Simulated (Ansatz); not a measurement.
## What a change of settings does to a run on PbO$_{2}$

The structure comes from a relaxation in the same program, started in the fluorite type, and has space group Fm-3m. Whether it is a known phase or the ground state wasn't checked.

First run: DFT, PBE, all-electron LAPW, scalar-relativistic (Ansatz 0.2.0).

Command: `ansatz run input.yaml --threads 1 --pin off --max-ram 3072MiB --backend cpu --events-out ev --progress --plain --runs-dir out` The run took about 39 s on 1 thread of a shared machine.

```yaml
crystal:
  lattice:
    - [0.0, 2.7038654325, 2.7038654325]
    - [2.7038654325, 0.0, 2.7038654325]
    - [2.7038654325, 2.7038654325, 0.0]
  atoms:
    - { symbol: Pb, position: [0.0, 0.0, 0.0] }
    - { symbol: O, position: [0.25, 0.25, 0.25] }
    - { symbol: O, position: [0.75, 0.75, 0.75] }
kpoints:
  mp_grid: { grid: [11, 11, 11] }
  band_path:
    path:
      - [0.0, 0.0, 0.0]
      - [0.5, 0.0, 0.5]
      - [0.625, 0.25, 0.625]
      - [0.375, 0.375, 0.75]
      - [0.0, 0.0, 0.0]
      - [0.5, 0.5, 0.5]
      - [0.5, 0.25, 0.75]
      - [0.5, 0.0, 0.5]
    npoints: 8
scf:
  occupations: { method: fermi_dirac, width: 0.08 }
hamiltonian:
  xc: pbe
  pseudopotentials: { kind: all_electron, lapw: { basis_error: 0.001 } }
output:
  forces: true
  stress: true
  eigenvalues: true
  populations: true
  dos: { projected: true, de: 0.2, e_range: [-14, 8] }
```

Result: converged; pressure 0.04 GPa; no gap on the k mesh; 8 SCF iterations.

No spin–orbit coupling, which matters for the heavy atoms here.

A second run of a changed input logged this at its end:

```
Error: YAML parse error: error: line 34 column 1: unknown field `ENCUT`, expected one of crystal, accuracy, basis, kpoints, hamiltonian, magnetization, projection, total_charge, correlation, batch, efield, external_charges, scf, relax, neb, saddle, md, ramp, phonons, dielectric, real_time, elastic, magnetic_configurations, gw, evaluate, workflow, output, checkpoint, execution
  --> <input>:34:1
   |
32 |   eigenvalues: true
33 |   populations: true
34 | ENCUT: 60
   | ^ unknown field `ENCUT`, expected one of crystal, accuracy, basis, kpoints, hamiltonian, magnetization, projection, total_charge, correlation, batch, efield, external_charges, scf, relax, neb, saddle, md, ramp, phonons, dielectric, real_time, elastic, magnetic_configurations, gw, evaluate, workflow, output, checkpoint, execution
```

Problem. What was wrong with the input?

Solution. A keyword of another program, by this change (others could give a like log):
```diff
@@ -23,4 +23,5 @@
 scf:
   occupations: { method: fermi_dirac, width: 0.08 }
+  max_iter: 100
 hamiltonian:
   xc: pbe
@@ -31,4 +32,4 @@
   eigenvalues: true
   populations: true
-  dos: { projected: true, de: 0.2, e_range: [-14, 8] }
+ENCUT: 60
```
